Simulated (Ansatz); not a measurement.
# Ti (sc type): the cost of one run

Method: DFT PBE, with the methods named in each step, in Ansatz 0.2.0.

This is Ti in the simple cubic structure; at room conditions it is hcp.

**1. The structure to begin with**

Symmetry: Pm-3m, No. 221, cubic system. The conventional cell has a = 2.639 Å, b = 2.639 Å, c = 2.639 Å, α = 90.00°, β = 90.00°, γ = 90.00°. Around Ti (site symmetry m-3m) lie 6 Ti at 2.64 Å.

Coordinates:

```cif
data_structure
_symmetry_space_group_name_H-M 'P 1'
_symmetry_Int_Tables_number 1
_cell_length_a 2.6391
_cell_length_b 2.6391
_cell_length_c 2.6391
_cell_angle_alpha 90.000
_cell_angle_beta 90.000
_cell_angle_gamma 90.000
_cell_volume 18.38
loop_
_atom_site_label
_atom_site_type_symbol
_atom_site_fract_x
_atom_site_fract_y
_atom_site_fract_z
_atom_site_occupancy
Ti1 Ti 0.00000 0.00000 0.00000 1
```

Whether this phase is the stable one at these pressures isn't tested.

**2. The reference volume, LAPW**

input.yaml

```yaml
crystal:
  lattice:
    - [2.6391381769, 0.0, 0.0]
    - [0.0, 2.6391381769, 0.0]
    - [0.0, 0.0, 2.6391381769]
  atoms:
    - { symbol: Ti, position: [0.0, 0.0, 0.0] }
kpoints:
  mp_grid: { grid: [14, 14, 14] }
  band_path:
    path:
      - [0.0, 0.0, 0.0]
      - [0.0, 0.5, 0.0]
      - [0.5, 0.5, 0.0]
      - [0.0, 0.0, 0.0]
      - [0.5, 0.5, 0.5]
      - [0.0, 0.5, 0.0]
      - [0.5, 0.5, 0.5]
      - [0.5, 0.5, 0.0]
    npoints: 14
scf:
  occupations: { method: fermi_dirac, width: 0.05 }
hamiltonian:
  xc: pbe
  pseudopotentials: { kind: all_electron, lapw: { basis_error: 0.001 } }
output:
  forces: true
  stress: true
  eigenvalues: true
  populations: true
  dos: { projected: true, de: 0.2, e_range: [-14, 8] }
```

Launch:

```bash
ansatz run input.yaml --threads 1 --pin off --max-ram 2048MiB --backend cpu --events-out ev --progress --plain --runs-dir out
```

**Question.** How long does this run take on 1 thread of Arm Neoverse V2, shared host, and how much memory does it need?

About 7.8 s, with a peak of 0.26 GiB.
